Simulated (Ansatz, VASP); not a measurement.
# Li2O: VASP beside Ansatz

```
Li O
1.0
     0.00000    2.31303    2.31303
     2.31303    0.00000    2.31303
     2.31303    2.31303    0.00000
Li O
2 1
Direct
  0.25000 0.25000 0.25000
  0.75000 0.75000 0.75000
  0.00000 0.00000 0.00000
```

Alike in both runs: task relaxation of cell and atoms; functional PBE; k mesh 8 × 8 × 8; no spin polarisation.

|  | VASP | Ansatz |
| --- | --- | --- |
| version | VASP 6.6.1 | Ansatz 0.2.0 |
| potentials or method | VASP PAW PBE potentials, release 64 (Li_sv, O) | scalar-relativistic, plane waves, PAW |
| plane-wave cutoff (eV) | 600 | 420 |
| occupations | gaussian, width 0.01 eV | fixed |
| valence electrons in the cell | 12 | 12 |

VASP gave:

```
gap on the k mesh at the Fermi level, each at its own relaxed structure (eV) : 4.97
relaxed volume (Å³/atom)                                                     : 8.22
relaxed cell length with the largest relative difference (Å)                 : 3.267
```

Question: What did Ansatz give for the same quantities?

Answer: gap on the k mesh at the Fermi level, each at its own relaxed structure (eV): 4.98; relaxed volume (Å³/atom): 8.25; relaxed cell length with the largest relative difference (Å): 3.271.

Caveats: the cutoff is under 1.25 times the usual one of these potentials, so pressure, stress and relaxed cells hold a basis-set (Pulay) error (VASP). A k mesh can miss the band edges.
